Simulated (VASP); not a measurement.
The system is BeSe.

```
Be Se
1.0
     0.00000    2.52123    2.52123
     2.52123    0.00000    2.52123
     2.52123    2.52123    0.00000
Be Se
1 1
Direct
  0.00000 0.00000 0.00000
  0.25000 0.25000 0.25000
```

The cell was built by a generator and needn't be a form met in nature.

* Program: VASP 6.6.1
* Task: relaxation of cell and atoms
* Functional: PBE
* Potentials or basis: VASP PAW PBE potentials, release 64 (Be, Se)
* Cutoff: 600 eV
* k mesh: 6 × 6 × 6
* Occupations: methfessel-paxton, width 0.1 eV
* Spin: no spin polarisation

At the start: pressure 7.3 GPa; volume 16.03 Å³/atom.

Problem. How do energy, volume and symmetry change on relaxing?

Solution. Over 3 steps the energy falls by 29.1 meV/atom and the volume is 17.40 Å³/atom (+8.6 %); space group F-43m (No. 216, to 0.05 Å).

Step by step:
```
step  energy change (eV)  largest force (eV/Å)  pressure (GPa)  volume (Å³)
   1              0.0000                0.0000            7.26        32.05
   2             -0.0547                0.0000           -1.51        35.54
   3             -0.0582                0.0000            0.04        34.79
```

Final structure:
```xyz
2
Lattice="0.0000 2.5911 2.5911 2.5911 0.0000 2.5911 2.5911 2.5911 0.0000" Properties=species:S:1:pos:R:3 pbc="T T T"
Be    0.0000    0.0000    0.0000
Se    1.2956    1.2956    1.2956
```
